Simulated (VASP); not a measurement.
Set up this calculation in VASP 6.6.1, as the native input.

| Property | Result |
| --- | --- |
| Task | relaxation of cell and atoms |
| Functional | PBE |
| Dispersion | D3(BJ) |
| Potentials or basis | VASP PAW PBE potentials, release 64 (S, Sn_d) |
| Cutoff | 600 eV |
| k mesh | 12 × 12 × 1 |
| Occupations | gaussian, width 0.03 eV |
| Spin | no spin polarisation |
| Further INCAR settings | ALGO = Normal; EDIFF = 1e-06; IBRION = 2; EDIFFG = -0.01; NSW = 90; ISIF = 3 |

The structure of SnS2 lies in POSCAR:

```
SnS2
1.0
    3.6390000000      0.0000000000      0.0000000000
   -1.8195000000      3.1514664400      0.0000000000
    0.0000000000      0.0000000000     38.5380000000
S Sn
8 4
Direct
    0.6666666700      0.3333333300      0.2335357300
    0.3333333300      0.6666666700      0.3096683800
    0.6666666700      0.3333333300      0.3858010300
    0.3333333300      0.6666666700      0.4619336800
    0.6666666700      0.3333333300      0.5380663200
    0.3333333300      0.6666666700      0.6141989700
    0.6666666700      0.3333333300      0.6903316200
    0.3333333300      0.6666666700      0.7664642700
    0.0000000000      0.0000000000      0.2716020600
    0.0000000000      0.0000000000      0.4238673500
    0.0000000000      0.0000000000      0.5761326500
    0.0000000000      0.0000000000      0.7283979400
```

The input as run:

INCAR

```
SYSTEM = SnS2
ALGO     = Normal         ! electronic algorithm
EDIFF    = 1E-6           ! SCF threshold, eV
EDIFFG   = -0.01          ! ionic threshold
ENCUT    = 600            ! plane-wave cutoff, eV
GGA      = PE             ! functional
IBRION   = 2              ! ionic algorithm
ISIF     = 3              ! what is computed and relaxed
ISMEAR   = 0              ! smearing method
IVDW     = 12             ! dispersion correction
KPAR     = 4            
LASPH    = .TRUE.         ! aspherical terms in the spheres
LATTICE_CONSTRAINTS= .TRUE. .TRUE. .FALSE.
LCHARG   = .FALSE.        ! write CHGCAR
LREAL    = .FALSE.        ! projectors in reciprocal space
LWAVE    = .FALSE.        ! write WAVECAR
NELM     = 80             ! most SCF steps
NSW      = 90             ! ionic steps
PREC     = Accurate       ! precision mode
SIGMA    = 0.03           ! smearing width, eV
```

KPOINTS

```
k-points
0
G
  12 12 1
  0 0 0
```

Potentials or basis: VASP PAW PBE potentials, release 64 (S, Sn_d).

Command:

```bash
$ cat potpaw_PBE.64/S/POTCAR potpaw_PBE.64/Sn_d/POTCAR > POTCAR
$ mpirun -np 4 vasp_std > vasp.out
```

It gave:

```yaml
Relaxed_volume: 37.31 Å³/atom
Relaxed_cell: a = 3.663 Å, b = 3.663 Å, c = 38.538 Å, α = 90.00°, β = 90.00°, γ = 120.00°
Space_group_after_relaxing_to_0.05_Å: P-3m1 (No. 164)
Energy_gained_by_relaxing: 3.0 meV/atom
Ionic_steps: 6
Largest_force_after_relaxing: 0.008 eV/Å
Band_gap_on_the_k_mesh: 1.45 eV, indirect (least direct gap 1.70 eV)
Dispersion_energy_per_atom: -0.301 eV
```

Caveat: spin-orbit coupling is left out, which moves the levels of the heavy elements.

It took 20 min on 4 MPI ranks on Intel(R) Xeon(R) Platinum 8259CL CPU @ 2.50GHz (Skylake/Cascade Lake), on a shared host, peak memory 0.97 GiB a rank.
